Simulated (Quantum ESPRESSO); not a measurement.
# Na (Im-3m) in Quantum ESPRESSO: further runs

The runs below take Na through relaxation of cell and atoms, with PBEsol.

Program: Quantum ESPRESSO 7.5. These are calculated values, not measurements. Logs are shortened: lines on timing, memory, paths and dates and some standing lists are left out, and cuts for length are marked.

### Step 1. The crystal as given

The structure is cubic, space group Im-3m (No. 229). The conventional cell has a = 4.282 Å, b = 4.282 Å, c = 4.282 Å, α = 90.00°, β = 90.00°, γ = 90.00°. Na (site symmetry m-3m) has 8 Na at 3.71 Å as nearest neighbours.

### Step 2. Relaxation of cell and atoms, PBEsol, target pressure 10 GPa, at which the enthalpy is minimised

File pw.in:

```
&CONTROL
  calculation = 'vc-relax'
  prefix = 'pwscf'
  outdir = './tmp'
  pseudo_dir = './pseudo'
  tprnfor = .true.
  tstress = .true.
  disk_io = 'low'
  nstep = 40
  forc_conv_thr = 0.0004
  etot_conv_thr = 1d-05
/
&SYSTEM
  ibrav = 0
  nat = 1
  ntyp = 1
  ecutwfc = 63
  ecutrho = 506
  nbnd = 10
  input_dft = 'pbesol'
  occupations = 'smearing'
  smearing = 'fd'
  degauss = 0.00367493
/
&ELECTRONS
  conv_thr = 2d-10
  electron_maxstep = 120
  mixing_beta = 0.5
/
&IONS
  ion_dynamics = 'bfgs'
/
&CELL
  cell_dynamics = 'bfgs'
  press = 100
  press_conv_thr = 0.3
/
ATOMIC_SPECIES
Na    22.9898 na_pbe_v1.5.uspp.F.UPF
CELL_PARAMETERS angstrom
  -2.1410000000    2.1410000000    2.1410000000
   2.1410000000   -2.1410000000    2.1410000000
   2.1410000000    2.1410000000   -2.1410000000
ATOMIC_POSITIONS crystal
Na     0.0000000000    0.0000000000    0.0000000000
K_POINTS automatic
9 9 9 0 0 0
```

Potentials or basis: SSSP 1.3 efficiency PBE.

Started as:

```
$ OMP_NUM_THREADS=1 pw.x -in pw.in > pw.out
```

pw.out:

```text
This program is part of the open-source Quantum ESPRESSO suite
     for quantum simulation of materials; please cite
         "P. Giannozzi et al., J. Phys.:Condens. Matter 21 395502 (2009);
         "P. Giannozzi et al., J. Phys.:Condens. Matter 29 465901 (2017);
         "P. Giannozzi et al., J. Chem. Phys. 152 154105 (2020);
     in publications or presentations arising from this work. More details at

     IMPORTANT: XC functional enforced from input :
     Exchange-correlation= PBESOL
                           (   1   4  10   8   0   0   0)
     Any further DFT definition will be discarded
     Please, verify this is what you really want

     Message from routine setup:
     using ibrav=0 with symmetry is DISCOURAGED, use correct ibrav instead

     G-vector sticks info
     --------------------
     sticks:   dense  smooth     PW     G-vecs:    dense   smooth      PW
     Sum        1857     921    281                50765    17861    3043

     Using Slab Decomposition

     bravais-lattice index     =            0
     lattice parameter (alat)  =       7.0077  a.u.
     unit-cell volume          =     264.9150 (a.u.)^3
     number of atoms/cell      =            1
     number of atomic types    =            1
     number of electrons       =         9.00
     number of Kohn-Sham states=           10
     kinetic-energy cutoff     =      63.0000  Ry
     charge density cutoff     =     506.0000  Ry
     scf convergence threshold =      2.0E-10
     mixing beta               =       0.5000
     number of iterations used =            8  plain     mixing
     energy convergence thresh.=      1.0E-05
     force convergence thresh. =      4.0E-04
     press convergence thresh. =      3.0E-01
     Exchange-correlation= PBESOL
                           (   1   4  10   8   0   0   0)
     nstep                     =           40

     celldm(1)=   7.007711  celldm(2)=   0.000000  celldm(3)=   0.000000
     celldm(4)=   0.000000  celldm(5)=   0.000000  celldm(6)=   0.000000

     crystal axes: (cart. coord. in units of alat)
               a(1) = (  -0.577350   0.577350   0.577350 )
               a(2) = (   0.577350  -0.577350   0.577350 )
               a(3) = (   0.577350   0.577350  -0.577350 )

     reciprocal axes: (cart. coord. in units 2 pi/alat)
               b(1) = ( -0.000000  0.866025  0.866025 )
               b(2) = (  0.866025 -0.000000  0.866025 )
               b(3) = (  0.866025  0.866025  0.000000 )

     PseudoPot. # 1 for Na read from file:
     na_pbe_v1.5.uspp.F.UPF
     Pseudo is Ultrasoft, Zval =  9.0
     Generated by new atomic code, or converted to UPF format
     Using radial grid of  819 points,  5 beta functions with:
                l(1) =   0
                l(2) =   0
                l(3) =   1
                l(4) =   1
                l(5) =   2
     Q(r) pseudized with  8 coefficients,  rinner =    1.250   1.250   1.250
                                                       1.250   1.250

     atomic species   valence    mass     pseudopotential
     Na                9.00    22.98980     Na( 1.00)

     48 Sym. Ops., with inversion, found

   Cartesian axes

     site n.     atom                  positions (alat units)
         1        Na     tau(   1) = (   0.0000000   0.0000000   0.0000000  )

     number of k points=    35  Fermi-Dirac smearing, width (Ry)=  0.0037
                       cart. coord. in units 2pi/alat
        k(    1) = (   0.0000000   0.0000000   0.0000000), wk =   0.0027435
        k(    2) = (   0.0962250   0.0962250   0.0000000), wk =   0.0329218
        k(    3) = (   0.1924501   0.1924501   0.0000000), wk =   0.0329218
        k(    4) = (   0.2886751   0.2886751   0.0000000), wk =   0.0329218
        k(    5) = (   0.3849002   0.3849002   0.0000000), wk =   0.0329218
        k(    6) = (   0.1924501   0.0962250   0.0962250), wk =   0.0658436
[... 27 lines left out ...]
        k(   34) = (  -0.7698004  -0.0962250  -0.0962250), wk =   0.0219479
        k(   35) = (   0.0000000   0.0000000   0.7698004), wk =   0.0164609

     Dense  grid:    50765 G-vectors     FFT dimensions: (  54,  54,  54)

     Smooth grid:    17861 G-vectors     FFT dimensions: (  36,  36,  36)

     Initial potential from superposition of free atoms

     starting charge       8.9937, renormalised to       9.0000
     Starting wfcs are    5 randomized atomic wfcs +    5 random wfcs

     Self-consistent Calculation

     iteration #  1     ecut=    63.00 Ry     beta= 0.50
     Davidson diagonalization with overlap
     ethr =  1.00E-02,  avg # of iterations =  6.9

     Threshold (ethr) on eigenvalues was too large:
     Diagonalizing with lowered threshold

     Davidson diagonalization with overlap
     ethr =  2.07E-05,  avg # of iterations =  5.9

     total energy              =     -95.10950944 Ry
     estimated scf accuracy    <       0.00192690 Ry

     iteration #  2     ecut=    63.00 Ry     beta= 0.50
     Davidson diagonalization with overlap
     ethr =  2.14E-05,  avg # of iterations =  2.0
[... 248 lines left out ...]
     Computing stress (Cartesian axis) and pressure

          total   stress  (Ry/bohr**3)                   (kbar)     P=       -5.63
  -0.00003827   0.00000000   0.00000000           -5.63        0.00        0.00
   0.00000000  -0.00003827   0.00000000            0.00       -5.63        0.00
   0.00000000   0.00000000  -0.00003827            0.00        0.00       -5.63

     BFGS Geometry Optimization
     Energy error            =      1.1E-02 Ry
     Gradient error          =      0.0E+00 Ry/Bohr
     Cell gradient error     =      1.1E+02 kbar

     number of scf cycles    =   1
     number of bfgs steps    =   0

     enthalpy           new  =     -94.9295990542 Ry

     new trust radius        =       0.0584361857 bohr
     new conv_thr            =       0.0000000002 Ry

     new unit-cell volume =    250.90281 a.u.^3 (    37.17996 Ang^3 )
     density =      1.02678 g/cm^3

CELL_PARAMETERS (angstrom)
  -2.102566031   2.102566031   2.102566031
   2.102566031  -2.102566031   2.102566031
   2.102566031   2.102566031  -2.102566031

ATOMIC_POSITIONS (crystal)
Na               0.0000000000        0.0000000000        0.0000000000

     NEW-OLD atomic charge density approx. for the potential
     New effective cutoffs (rho, wfc):  523.90   65.31

     Self-consistent Calculation

     iteration #  1     ecut=    63.00 Ry     beta= 0.50
     Davidson diagonalization with overlap
     ethr =  1.00E-06,  avg # of iterations =  4.0

     Threshold (ethr) on eigenvalues was too large:
     Diagonalizing with lowered threshold

     Davidson diagonalization with overlap
     ethr =  5.57E-08,  avg # of iterations =  1.0

     total energy              =     -95.10891176 Ry
     estimated scf accuracy    <       0.00000460 Ry

[... 52 further cycles ...]
     iteration #  4     ecut=    63.00 Ry     beta= 0.50
     Davidson diagonalization with overlap
     ethr =  3.39E-12,  avg # of iterations =  1.5

     End of self-consistent calculation

          k = 0.0000 0.0000 0.0000 (  2243 PWs)   bands (ev):

   -48.3023 -20.1443 -20.1443 -20.1443  -0.1349  19.9179  19.9179  19.9179
    21.3440  21.3440
[... 192 lines left out ...]
     Computing stress (Cartesian axis) and pressure

          total   stress  (Ry/bohr**3)                   (kbar)     P=       99.94
   0.00067941  -0.00000000  -0.00000000           99.94       -0.00       -0.00
  -0.00000000   0.00067941  -0.00000000           -0.00       99.94       -0.00
  -0.00000000  -0.00000000   0.00067941           -0.00       -0.00       99.94

     Energy error            =      2.2E-06 Ry
     Gradient error          =      0.0E+00 Ry/Bohr
     Cell gradient error     =      5.6E-02 kbar

     bfgs converged in   8 scf cycles and   7 bfgs steps
     (criteria: energy <  1.0E-05 Ry, force <  4.0E-04 Ry/Bohr, cell <  3.0E-01 kbar)

     End of BFGS Geometry Optimization

     Final enthalpy           =     -94.9874995002 Ry

Begin final coordinates
     new unit-cell volume =    148.30892 a.u.^3 (    21.97711 Ang^3 )
     density =      1.73706 g/cm^3

CELL_PARAMETERS (angstrom)
  -1.764561882   1.764561882   1.764561882
   1.764561882  -1.764561882   1.764561882
   1.764561882   1.764561882  -1.764561882

ATOMIC_POSITIONS (crystal)
Na               0.0000000000        0.0000000000        0.0000000000
End final coordinates

     Final scf calculation at the relaxed structure.
     The G-vectors are recalculated for the final unit cell
     Results may differ from those at the preceding step.

     G-vector sticks info
     --------------------
     sticks:   dense  smooth     PW     G-vecs:    dense   smooth      PW
     Sum        1267     627    201                28675    10005    1745

     Using Slab Decomposition

     bravais-lattice index     =            0
     lattice parameter (alat)  =       7.0077  a.u.
     unit-cell volume          =     148.3089 (a.u.)^3
     number of atoms/cell      =            1
     number of atomic types    =            1
     number of electrons       =         9.00
     number of Kohn-Sham states=           10
     kinetic-energy cutoff     =      63.0000  Ry
     charge density cutoff     =     506.0000  Ry
     scf convergence threshold =      2.0E-12
     mixing beta               =       0.5000
     number of iterations used =            8  plain     mixing
     press convergence thresh. =      3.0E-01
     Exchange-correlation= PBESOL
                           (   1   4  10   8   0   0   0)

     celldm(1)=   7.007711  celldm(2)=   0.000000  celldm(3)=   0.000000
     celldm(4)=   0.000000  celldm(5)=   0.000000  celldm(6)=   0.000000

     crystal axes: (cart. coord. in units of alat)
               a(1) = (  -0.475839   0.475839   0.475839 )
               a(2) = (   0.475839  -0.475839   0.475839 )
               a(3) = (   0.475839   0.475839  -0.475839 )

     reciprocal axes: (cart. coord. in units 2 pi/alat)
               b(1) = (  0.000000  1.050777  1.050777 )
               b(2) = (  1.050777  0.000000  1.050777 )
               b(3) = (  1.050777  1.050777  0.000000 )

     PseudoPot. # 1 for Na read from file:
     na_pbe_v1.5.uspp.F.UPF
     Pseudo is Ultrasoft, Zval =  9.0
     Generated by new atomic code, or converted to UPF format
     Using radial grid of  819 points,  5 beta functions with:
                l(1) =   0
                l(2) =   0
                l(3) =   1
                l(4) =   1
                l(5) =   2
     Q(r) pseudized with  8 coefficients,  rinner =    1.250   1.250   1.250
                                                       1.250   1.250

     atomic species   valence    mass     pseudopotential
     Na                9.00    22.98980     Na( 1.00)

     48 Sym. Ops., with inversion, found

   Cartesian axes

     site n.     atom                  positions (alat units)
         1        Na     tau(   1) = (   0.0000000   0.0000000   0.0000000  )

     number of k points=    35  Fermi-Dirac smearing, width (Ry)=  0.0037
                       cart. coord. in units 2pi/alat
        k(    1) = (   0.0000000   0.0000000   0.0000000), wk =   0.0027435
        k(    2) = (   0.1167530   0.1167530   0.0000000), wk =   0.0329218
        k(    3) = (   0.2335059   0.2335059   0.0000000), wk =   0.0329218
        k(    4) = (   0.3502589   0.3502589   0.0000000), wk =   0.0329218
        k(    5) = (   0.4670118   0.4670118   0.0000000), wk =   0.0329218
        k(    6) = (   0.2335059   0.1167530   0.1167530), wk =   0.0658436
[... 27 lines left out ...]
        k(   34) = (  -0.9340237  -0.1167530  -0.1167530), wk =   0.0219479
        k(   35) = (  -0.0000000  -0.0000000   0.9340237), wk =   0.0164609

     Dense  grid:    28675 G-vectors     FFT dimensions: (  45,  45,  45)

     Smooth grid:    10005 G-vectors     FFT dimensions: (  30,  30,  30)

     Initial potential from superposition of free atoms

     starting charge       8.9937, renormalised to       9.0000
     Starting wfcs are    5 randomized atomic wfcs +    5 random wfcs

     Self-consistent Calculation

     iteration #  1     ecut=    63.00 Ry     beta= 0.50
     Davidson diagonalization with overlap
     c_bands:  2 eigenvalues not converged
     c_bands:  1 eigenvalues not converged
     c_bands:  1 eigenvalues not converged
     ethr =  1.00E-06,  avg # of iterations = 13.9

     total energy              =     -95.08774304 Ry
     estimated scf accuracy    <       0.00318599 Ry
[... 252 lines left out ...]
     Computing stress (Cartesian axis) and pressure

          total   stress  (Ry/bohr**3)                   (kbar)     P=       99.61
   0.00067713  -0.00000000   0.00000000           99.61       -0.00        0.00
  -0.00000000   0.00067713  -0.00000000           -0.00       99.61       -0.00
  -0.00000000  -0.00000000   0.00067713           -0.00       -0.00       99.61

=------------------------------------------------------------------------------=
   JOB DONE.
=------------------------------------------------------------------------------=
```

It took 85 s on 1 thread of Arm Neoverse V2, shared host; peak memory 0.15 GiB.

What came out:

```yaml
Free_energy: -1293.7401 eV
Relaxed_volume: 21.98 Å³/atom
Relaxed_cell: a = 3.056 Å, b = 3.056 Å, c = 3.056 Å, α = 109.47°, β = 109.47°, γ = 109.47°
Space_group_after_relaxing_to_0.05_Å: Im-3m (No. 229)
Energy_change_on_relaxing_the_enthalpy_is_what_falls: +290.7 meV/atom
Ionic_steps: 8
Pressure_after_relaxing: 10.0 GPa
Band_gap_on_the_k_mesh: none (metal or under the smearing width)
```

Step by step:
```csv
step,energy change (eV),largest force (eV/Å),pressure (GPa),volume (Å³)
1,0.0000,0.0000,-0.56,39.26
2,-0.0052,0.0000,-0.22,37.18
3,-0.0033,0.0000,0.47,34.20
4,0.0276,0.0000,2.06,30.05
5,0.1652,0.0000,6.43,24.46
6,0.3389,0.0000,11.35,21.25
7,0.2863,0.0000,9.87,22.05
8,0.2907,0.0000,9.99,21.98
```

Final structure:
```yaml
crystal:
  lattice:
    - [-1.76456, 1.76456, 1.76456]
    - [1.76456, -1.76456, 1.76456]
    - [1.76456, 1.76456, -1.76456]
  atoms:
    - { symbol: Na, position: [0.00000, 0.00000, 0.00000] }
```

Levels at points of the mesh, in eV from the Fermi level:
```tsv
k point	band 2	band 3	band 4	band 5	band 6	band 7
(0.00, 0.00, 0.00)	-24.56	-24.56	-24.56	-4.55	15.50	15.50
```

Caveat: the potentials were made for another functional, which shifts forces and pressure; the volume moved by over 15 % at a fixed basis, so the end points are rough.

### Step 3. Relaxation of cell and atoms, PBEsol, target pressure 20 GPa, at which the enthalpy is minimised

pw.in, as its differences from that of step 2:

```diff
@@ -34,3 +34,3 @@
   cell_dynamics = 'bfgs'
-  press = 100
+  press = 200
   press_conv_thr = 0.3
```

Potentials or basis: SSSP 1.3 efficiency PBE.

Started as:

```
$ OMP_NUM_THREADS=1 pw.x -in pw.in > pw.out
```

It took 81 s on 1 thread of Arm Neoverse V2, shared host; peak memory 0.15 GiB.

Results (log left out):

| Quantity | Value |
| --- | --- |
| Free energy | -1293.3927 eV |
| Relaxed volume | 18.11 Å³/atom |
| Relaxed cell | a = 2.865 Å, b = 2.865 Å, c = 2.865 Å, α = 109.47°, β = 109.47°, γ = 109.47° |
| Space group after relaxing (to 0.05 Å) | Im-3m (No. 229) |
| Energy change on relaxing (the enthalpy is what falls) | +637.8 meV/atom |
| Ionic steps | 8 |
| Pressure after relaxing | 20.0 GPa |
| Band gap on the k mesh | none (metal or under the smearing width) |

Step by step:
```csv
step,energy change (eV),largest force (eV/Å),pressure (GPa),volume (Å³)
1,0.0000,0.0000,-0.56,39.26
2,-0.0055,0.0000,0.19,35.28
3,0.0303,0.0000,2.17,29.84
4,0.2444,0.0000,8.69,22.77
5,0.9149,0.0000,28.46,16.26
6,0.5881,0.0000,18.53,18.52
7,0.6330,0.0000,19.86,18.15
8,0.6378,0.0000,20.00,18.11
```

Final structure:
```yaml
crystal:
  lattice:
    - [-1.65430, 1.65430, 1.65430]
    - [1.65430, -1.65430, 1.65430]
    - [1.65430, 1.65430, -1.65430]
  atoms:
    - { symbol: Na, position: [0.00000, 0.00000, 0.00000] }
```

Levels at points of the mesh, in eV from the Fermi level:
```csv
k point,band 1,band 2,band 3,band 4,band 5,band 6,band 7,band 8
"(0.00, 0.00, 0.00)",-52.91,-24.68,-24.68,-24.68,-5.14,17.07,17.07,17.07
```

Caveat: the potentials were made for another functional, which shifts forces and pressure; the volume moved by over 15 % at a fixed basis, so the end points are rough.

### Step 4. Relaxation of cell and atoms, PBEsol, target pressure 30 GPa, at which the enthalpy is minimised

pw.in, as its differences from that of step 3:

```diff
@@ -34,3 +34,3 @@
   cell_dynamics = 'bfgs'
-  press = 200
+  press = 300
   press_conv_thr = 0.3
```

Started as:

```
$ OMP_NUM_THREADS=1 pw.x -in pw.in > pw.out
```

Run time: 73 s. Hardware: 1 thread of Arm Neoverse V2, shared host; peak memory 0.15 GiB.

It converged, with:

```
Free energy                                            : -1293.0668 eV
Relaxed volume                                         : 15.99 Å³/atom
Relaxed cell                                           : a = 2.749 Å, b = 2.749 Å, c = 2.749 Å, α = 109.47°, β = 109.47°, γ = 109.47°
Space group after relaxing (to 0.05 Å)                 : Im-3m (No. 229)
Energy change on relaxing (the enthalpy is what falls) : +963.6 meV/atom
Ionic steps                                            : 7
Pressure after relaxing                                : 30.0 GPa
Band gap on the k mesh                                 : none (metal or under the smearing width)
```

The path:
```tsv
step	energy change (eV)	largest force (eV/Å)	pressure (GPa)	volume (Å³)
1	0.0000	0.0000	-0.56	39.26
2	-0.0006	0.0000	0.69	33.45
3	0.1156	0.0000	4.97	25.86
4	0.8264	0.0000	25.71	16.78
5	1.0282	0.0000	32.06	15.65
6	0.9610	0.0000	29.92	16.00
7	0.9636	0.0000	30.00	15.99
```

Final structure:
```
Na
1.0
    -1.58702    1.58702    1.58702
     1.58702   -1.58702    1.58702
     1.58702    1.58702   -1.58702
Na
1
Cartesian
  0.0000 0.0000 0.0000
```

Levels at points of the mesh, in eV from the Fermi level:
```csv
k point,band 1,band 2,band 3,band 4,band 5,band 6,band 7,band 8,band 9
"(0.00, 0.00, 0.00)",-53.15,-24.84,-24.84,-24.84,-5.55,18.10,18.10,18.10,19.91
```

Caveat: the potentials were made for another functional, which shifts forces and pressure; the volume moved by over 15 % at a fixed basis, so the end points are rough.

### Step 5. Summary

```csv
cell,gap on the mesh (eV),pressure (GPa)
relaxed to 10 GPa,none,10.0
relaxed to 20 GPa,none,20.0
relaxed to 30 GPa,none,30.0
```

Alike in all rows: task relaxation of cell and atoms; level PBEsol; potentials or basis SSSP 1.3 efficiency PBE; no spin polarisation; k mesh 9 × 9 × 9; cutoff (eV) 857; smearing fermi-dirac 0.05 eV.

Caveats: the potentials were made for another functional, which shifts forces and pressure; the volume moved by over 15 % at a fixed basis, so the end points are rough.

Absolute energies hang on the potentials; compare differences alone.
